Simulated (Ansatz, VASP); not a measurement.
One calculation of C, two programs

INCAR

```
SYSTEM = C
PREC     = Accurate       ! precision mode
ENCUT    = 520            ! plane-wave cutoff, eV
EDIFF    = 1E-6           ! SCF threshold, eV
ISMEAR   = -1             ! smearing method
SIGMA    = 0.02           ! smearing width, eV
LREAL    = .False.        ! projectors in reciprocal space
LASPH    = .True.         ! aspherical terms in the spheres
NELM     = 80             ! most SCF steps
ALGO     = Normal         ! electronic algorithm
ISIF     = 2              ! what is computed and relaxed
LWAVE    = .False.        ! write WAVECAR
LCHARG   = .True.         ! write CHGCAR
LDIPOL   = .True.       
IDIPOL   = 3            
DIPOL    = 0.5 0.5 0.500
GGA      = PS             ! functional
LELF     = .True.         ! ELF
LVHAR    = .True.       
LVACPOTAV= .True.       
NBANDS   = 11             ! bands
```

KPOINTS

```
regular mesh
0
Gamma
  12 9 1
  0 0 0
```

File POSCAR:

```
C
1.0
    2.5129203383      0.0000000000      0.0000000000
    0.0000000000      3.5538060236      0.0000000000
    0.0000000000      0.0000000000     11.0000000000
C
2
Direct
    0.7500000000      0.1250000000      0.5000000000
    0.2500000000      0.8750000000      0.5000000000
```

Input for Ansatz:

```yaml
crystal:
  lattice:
    - [2.5129203383, 0.0, 0.0]
    - [0.0, 3.5538060236, 0.0]
    - [0.0, 0.0, 11.0]
  atoms:
    - { symbol: C, position: [0.75, 0.125, 0.5] }
    - { symbol: C, position: [0.25, 0.875, 0.5] }
kpoints:
  mp_grid: { grid: [12, 9, 1] }
scf:
  occupations: { method: fermi_dirac, width: 0.02 }
hamiltonian:
  xc: pbesol
  pseudopotentials: { kind: paw }
output:
  forces: true
  stress: true
  eigenvalues: true
efield:
  axis: 3
  amplitude: 0
  dipole_correction: true
```

Alike in both runs: task single point; functional PBEsol; k mesh 12 × 9 × 1; occupations fermi-dirac, width 0.02 eV; no spin polarisation.

```csv
,VASP,Ansatz
version,VASP 6.6.1,Ansatz 0.2.0
potentials or method,"VASP PAW PBE potentials, release 64 (C)","PAW with Ansatz's default frozen-core files, scalar-relativistic"
plane-wave cutoff (eV),520,420
valence electrons in the cell,8,8
```

Ansatz gave:

| Item | Value |
| --- | --- |
| rms of the force components (eV/Å) | 4.837 |

Question: What did VASP give for the same quantities?

Answer: rms of the force components (eV/Å): 4.810.

Atom by atom the forces differ by 0.026 eV/Å (rms over components). With one functional, cell and mesh, what is left measures potentials, basis and numerics.

Caveats: the PAW data sets were made with another functional, which shifts forces and pressure a little (VASP).
